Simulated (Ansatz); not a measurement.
# ZnSe (Stilleite) (F-43m) in Ansatz: convergence with dr2 threshold

Aim: find how far dr2 threshold must go before the results for ZnSe (Stilleite) settle, at LDA. This setting moves, with any that are tied to it; all else stays.

All numbers are computed with Ansatz 0.2.0; they aren't measurements. Logs are shortened: lines on timing, memory, paths and dates and some standing lists are left out, and cuts for length are marked.

## Step 1: The structure

The structure is cubic, space group F-43m (No. 216). The conventional cell has a = 5.668 Å, b = 5.668 Å, c = 5.668 Å, α = 90.00°, β = 90.00°, γ = 90.00°. Se (site symmetry -43m) is surrounded by 4 Zn at 2.45 Å. Zn (site symmetry -43m) is surrounded by 4 Se at 2.45 Å.

## Step 2: With dr2 threshold 0.001

File input.yaml:

```yaml
crystal:
  lattice:
    - [0.0, 2.8338, 2.8338]
    - [2.8338, 0.0, 2.8338]
    - [2.8338, 2.8338, 0.0]
  atoms:
    - { symbol: Se, position: [0.75, 0.75, 0.75] }
    - { symbol: Zn, position: [0.0, 0.0, 0.0] }
kpoints:
  mp_grid: { grid: [8, 8, 8] }
scf:
  occupations: { method: fermi_dirac, width: 0.05 }
  convergence: { dr2_threshold: 0.001 }
hamiltonian:
  xc: lda
  pseudopotentials: { kind: all_electron, lapw: { basis_error: 0.001 } }
output:
  forces: true
  stress: true
  eigenvalues: true
```

Potentials or basis: all-electron LAPW, scalar-relativistic.

Started as:

```sh
$ ansatz run input.yaml --threads 1 --pin off --max-ram 3072MiB --backend cpu --events-out ev --progress --plain --runs-dir out
```

Output:

```text
Warning: scf.convergence.dr2_threshold = 1e-3 eV is looser than this run's default, which is 1e-7 eV or tighter. The error in the forces grows as the threshold's square root, so leave the key out unless less accurate forces are enough
Warning: output.stress: scf.convergence.dr2_threshold = 1e-3 eV is looser than the 1e-7 eV advised for a printed stress on datasets or a basis made for the crystal, by an estimate of what a threshold leaves in their stress. Set scf.convergence.dr2_threshold to 1e-7 eV or tighter
Warning: RAYON_NUM_THREADS=1 ignored (pool sized by the plan → 1); use --threads N
LAPW: plane waves up to 9.038 Å⁻¹, error target 1.0e-3 eV per atom; small_component_spin mean_spin; Zn in spheres of 1.247 Å, 20 of its electrons in bands, Dirac shells []; Se in spheres of 1.207 Å, 24 of its electrons in bands, Dirac shells [] (how accurate: hamiltonian.pseudopotentials.lapw.basis_error, Limitations)
Engine: ansatz 0.2.0, x86_64-unknown-linux-gnu
Pseudopotentials: kind: all_electron
Pseudopotential: Se, LAPW, valence charge 24, lapw/all_electron/scalar/gaussian/Se, Koelling and Harmon's equation, gaussian nucleus
Pseudopotential: Zn, LAPW, valence charge 20, lapw/all_electron/scalar/gaussian/Zn, Koelling and Harmon's equation, gaussian nucleus
Functional definition: SPW92
  exchange = slater_x
  correlation = pw_c
Crystal: 2 atoms, lattice volume = 45.513 Å³
Basis set: ecut = 311.20817927719446 eV, 537 PW (Γ), exchange–correlation at level 2
Bands: 27, of which v1, the nominal top of the filled ones, is band 22 counted from 1 (21 counted from 0)
Symmetry: 24 space group operations
Space group: F-43m (ITA 216), of the structure as read, at distance tolerance 3.6e-5 Å
k-points: 29 of 512 (time reversal used)
Non-local potential: Se, projectors of the file, none
Non-local potential: Zn, projectors of the file, none
Initial density: superposition of atomic densities (chi_scale 0.1, normalization cell, long waves kept (reshape's long-wave potential 0.00 eV rms))
Initial wavefunctions: plane waves of lowest kinetic energy (no species holds an atomic orbital)
Functional: x = slater, c = lda
iter 1 solved again at ethr=1.46e-3 eV; its pass at ethr=1.00e-1 eV (dr2=6.43e-1 eV) is discarded
SCF iter   1: F=—  HF=-114841.942045 eV  |F-HF|=—  |Δ(HF+E_count)|=         —  Δρ=2.96e-2  dr2=6.44e-1  ethr=1.46e-3  ⟨swp⟩=2.0  Hψ=4933  notcnv=0
preconditioner: auto → none  [insulator: Δε(μ)=1.352 eV  Ē_g=12.145 eV  σ=0.050 eV  W_gap=1.00  n_scr=14 (ndim 8)  ℏωp=23.4 eV  f_vac=0.192  D(μ)=0.00/eV (n_scr^D=0)  ε∞_Penn≈4.7]
iter 2 solved again at ethr=7.23e-5 eV; its pass at ethr=1.46e-3 eV (dr2=3.18e-2 eV) is discarded
SCF iter   2: F=—  HF=-114841.725309 eV  |F-HF|=—  |Δ(HF+E_count)|=   2.17e-1  Δρ=9.35e-3  dr2=3.18e-2  ethr=7.23e-5  ⟨swp⟩=2.0  Hψ=4024  notcnv=0
SCF iter   3: F=—  HF=-114841.641917 eV  |F-HF|=—  |Δ(HF+E_count)|=   8.34e-2  Δρ=6.17e-3  dr2=1.37e-2  ethr=7.23e-5  ⟨swp⟩=3.0  Hψ=2552  notcnv=0
SCF iter   4: F=—  HF=-114841.632950 eV  |F-HF|=—  |Δ(HF+E_count)|=         —  Δρ=2.64e-3  dr2=2.55e-3  ethr=3.11e-5  ⟨swp⟩=2.0  Hψ=2231  notcnv=0
the basis was enlarged: its passes take 30.0 KiB over the memory plan, 1 of 1 planned eigensolver slots
SCF iter   5: F=-114841.632173 eV  HF=-114841.632234 eV  |F-HF|=6.11e-5  |Δ(HF+E_count)|=   7.16e-4  Δρ=4.50e-4  dr2=5.13e-5  ethr=5.79e-6  ⟨swp⟩=2.0  Hψ=2231  notcnv=0
SCF 1 converged in 5 iterations: F = -114841.632173 eV  dr2 = 5.13e-5
SCF converged after 5 iterations
Free energy (F): -114841.632173 eV
Harris-Foulkes:  -114841.632234 eV  (|F-HF|=6.11e-5)
Internal energy: -114841.632173 eV  (E = F + TS)
E sigma→0 (E₀):  -114841.632173 eV
Entropy (-TS):   -0.000000 eV (-0.000 meV/atom)
Fermi energy:    8.277431 eV
--- Per-component energies (eV) ---
  E_band       = -2247.116747
  E_kinetic    = 117256.546133
  E_xc         = -4184.830365
  E_electrostatic = -227913.347941  (all electrons and nuclei)
  E_smearing   = -0.000000  (= −TS)
  E_closure    = 0.000000  (closes the sum)
  E_atoms      = -114834.286494  (free atoms, spherical and without spin; not in F)
  Σ components = -114841.632173   (vs F -114841.632173, Δ=0.00e0)
  Basis errors (estimates in eV, not in F): energy 4.2e-4 per atom: plane waves 4.0e-4 (2.3e-4 summed), levels above the bands 6.9e-87, relativity 3.1e-9, radial functions 2.7e-5, core shells 5.9e-10; eigenvalues (radial functions only) 1.6e-6; not estimated: angular momenta, meshes, grids; target (lapw.basis_error) 1.0e-3; muffin-tin radii Zn 1.247 Å, Se 1.207 Å
--- Forces (eV/Å), atoms counted from 1 ---
  atom   1  Se    -0.00000000     0.00000000    -0.00000000
  atom   2  Zn     0.00000000    -0.00000000     0.00000000
  max |Σ_I F_I| component: 9.25e-18 eV/Å
--- Stress (GPa, compression-positive) ---
       -3.381720       0.000000      -0.000000
        0.000000      -3.381720       0.000000
       -0.000000       0.000000      -3.381720
  P = ⅓ Tr σ = -3.3817 GPa (-33.817 kbar)
--- Band table (eV; the first three rows and the last of 29) ---
  k-point 0: bands = ["-198.4662", "-138.5030", "-138.5030", "-138.5030", "-116.6949", "-71.3281", "-71.3281", "-71.3281", "-39.2633", "-39.2633", "-39.2633", "-39.2586", "-39.2586", "-5.5934", "1.0752", "1.0752", "1.0752", "1.4365", "1.4365", "7.7272", "7.7272", "7.7272", "8.7590", "13.4431", "13.4431", "13.4431", "17.3614"]
  k-point 1: bands = ["-198.4662", "-138.5030", "-138.5030", "-138.5030", "-116.6949", "-71.3281", "-71.3281", "-71.3281", "-39.2633", "-39.2633", "-39.2633", "-39.2586", "-39.2586", "-5.4926", "1.0821", "1.0908", "1.0908", "1.4351", "1.4351", "6.3441", "7.5737", "7.5737", "9.8068", "13.3530", "13.6973", "13.6973", "18.2531"]
  k-point 2: bands = ["-198.4662", "-138.5030", "-138.5030", "-138.5030", "-116.6949", "-71.3281", "-71.3281", "-71.3281", "-39.2633", "-39.2632", "-39.2632", "-39.2586", "-39.2586", "-5.2309", "1.1251", "1.1251", "1.1375", "1.4365", "1.4365", "4.6105", "7.2466", "7.2466", "10.2850", "14.0763", "14.0763", "14.1282", "18.1285"]
  k-point 28: bands = ["-198.4662", "-138.5030", "-138.5030", "-138.5030", "-116.6949", "-71.3281", "-71.3281", "-71.3281", "-39.2633", "-39.2632", "-39.2630", "-39.2586", "-39.2585", "-4.5310", "1.1913", "1.2762", "1.4063", "1.4065", "1.7372", "2.9796", "4.9291", "5.0321", "13.0731", "13.1717", "14.5358", "15.2919", "19.2430"]
```

Wall time 18 s (1 thread of Intel Xeon at 2.70GHz, shared host); peak memory 0.31 GiB.

Results:

| Property | Result |
| --- | --- |
| Free energy | -114841.6322 eV |
| Pressure | -3.4 GPa |
| Band gap on the k mesh | 1.03 eV, direct |

## Step 3: With dr2 threshold 0.0001

Changes to input.yaml since step 2:

```diff
@@ -12,3 +12,3 @@
   occupations: { method: fermi_dirac, width: 0.05 }
-  convergence: { dr2_threshold: 0.001 }
+  convergence: { dr2_threshold: 0.0001 }
 hamiltonian:
```

Potentials or basis: all-electron LAPW, scalar-relativistic.

Started as:

```sh
$ ansatz run input.yaml --threads 1 --pin off --max-ram 3072MiB --backend cpu --events-out ev --progress --plain --runs-dir out
```

Run time: 23 s. Hardware: 1 thread of Intel Xeon at 2.70GHz, shared host; peak memory 0.31 GiB.

What came out:

* Free energy: -114841.6322 eV
* Pressure: -3.4 GPa
* Band gap on the k mesh: 1.03 eV, direct

## Step 4: With dr2 threshold 1e-05

Changes to input.yaml since step 3:

```diff
@@ -12,3 +12,3 @@
   occupations: { method: fermi_dirac, width: 0.05 }
-  convergence: { dr2_threshold: 0.0001 }
+  convergence: { dr2_threshold: 1.0e-05 }
 hamiltonian:
```

Started as:

```sh
$ ansatz run input.yaml --threads 1 --pin off --max-ram 3072MiB --backend cpu --events-out ev --progress --plain --runs-dir out
```

Wall time 16 s (1 thread of Intel Xeon at 2.70GHz, shared host); peak memory 0.31 GiB.

What came out:

* Free energy: -114841.6322 eV
* Pressure: -3.4 GPa
* Band gap on the k mesh: 1.03 eV, direct

## Step 5: With dr2 threshold 1e-06

Changes to input.yaml since step 4:

```diff
@@ -12,3 +12,3 @@
   occupations: { method: fermi_dirac, width: 0.05 }
-  convergence: { dr2_threshold: 1.0e-05 }
+  convergence: { dr2_threshold: 1.0e-06 }
 hamiltonian:
```

Started as:

```sh
$ ansatz run input.yaml --threads 1 --pin off --max-ram 3072MiB --backend cpu --events-out ev --progress --plain --runs-dir out
```

It took 16 s on 1 thread of Intel Xeon at 2.70GHz, shared host; peak memory 0.31 GiB.

What came out:

| Property | Result |
| --- | --- |
| Free energy | -114841.6322 eV |
| Pressure | -3.4 GPa |
| Band gap on the k mesh | 1.03 eV, direct |

## Step 6: With dr2 threshold 1e-07

Changes to input.yaml since step 5:

```diff
@@ -12,3 +12,3 @@
   occupations: { method: fermi_dirac, width: 0.05 }
-  convergence: { dr2_threshold: 1.0e-06 }
+  convergence: { dr2_threshold: 1.0e-07 }
 hamiltonian:
```

Potentials or basis: all-electron LAPW, scalar-relativistic.

Started as:

```sh
$ ansatz run input.yaml --threads 1 --pin off --max-ram 3072MiB --backend cpu --events-out ev --progress --plain --runs-dir out
```

Run time: 19 s. Hardware: 1 thread of Intel Xeon at 2.70GHz, shared host; peak memory 0.31 GiB.

What came out:

```
Free energy            : -114841.6322 eV
Pressure               : -3.4 GPa
Band gap on the k mesh : 1.03 eV, direct
```

## Step 7: With dr2 threshold 1e-08

Changes to input.yaml since step 6:

```diff
@@ -12,3 +12,3 @@
   occupations: { method: fermi_dirac, width: 0.05 }
-  convergence: { dr2_threshold: 1.0e-07 }
+  convergence: { dr2_threshold: 1.0e-08 }
 hamiltonian:
```

Started as:

```sh
$ ansatz run input.yaml --threads 1 --pin off --max-ram 3072MiB --backend cpu --events-out ev --progress --plain --runs-dir out
```

It took 16 s on 1 thread of Intel Xeon at 2.70GHz, shared host; peak memory 0.32 GiB.

The run converged. Its results:

```yaml
Free_energy: -114841.6322 eV
Pressure: -3.4 GPa
Band_gap_on_the_k_mesh: 1.03 eV, direct
```

## Step 8: With dr2 threshold 1e-10

Changes to input.yaml since step 7:

```diff
@@ -12,3 +12,3 @@
   occupations: { method: fermi_dirac, width: 0.05 }
-  convergence: { dr2_threshold: 1.0e-08 }
+  convergence: { dr2_threshold: 1.0e-10 }
 hamiltonian:
```

Started as:

```sh
$ ansatz run input.yaml --threads 1 --pin off --max-ram 3072MiB --backend cpu --events-out ev --progress --plain --runs-dir out
```

Wall time 22 s (1 thread of Intel Xeon at 2.70GHz, shared host); peak memory 0.32 GiB.

The run converged. Its results:

```yaml
Free_energy: -114841.6322 eV
Pressure: -3.4 GPa
Band_gap_on_the_k_mesh: 1.03 eV, direct
```

## Step 9: The series at a glance

| dr2 threshold | energy less the tightest run, at zero smearing (meV/atom) | SCF cycles | CPU time (s) | peak memory (GiB) |
| --- | --- | --- | --- | --- |
| 0.001 | 0.02 | 5 | 18 | 0.31 |
| 0.0001 | 0.00 | 6 | 23 | 0.31 |
| 1e-05 | 0.00 | 6 | 16 | 0.31 |
| 1e-06 | 0.00 | 7 | 16 | 0.31 |
| 1e-07 | 0.00 | 7 | 19 | 0.31 |
| 1e-08 | 0.00 | 8 | 16 | 0.32 |
| 1e-10 | 0.00 | 9 | 22 | 0.32 |

Against the tightest run, the energy stays within 1 meV/atom from 0.001 on. The tightest run that finished is the yardstick and may itself not be fully converged.
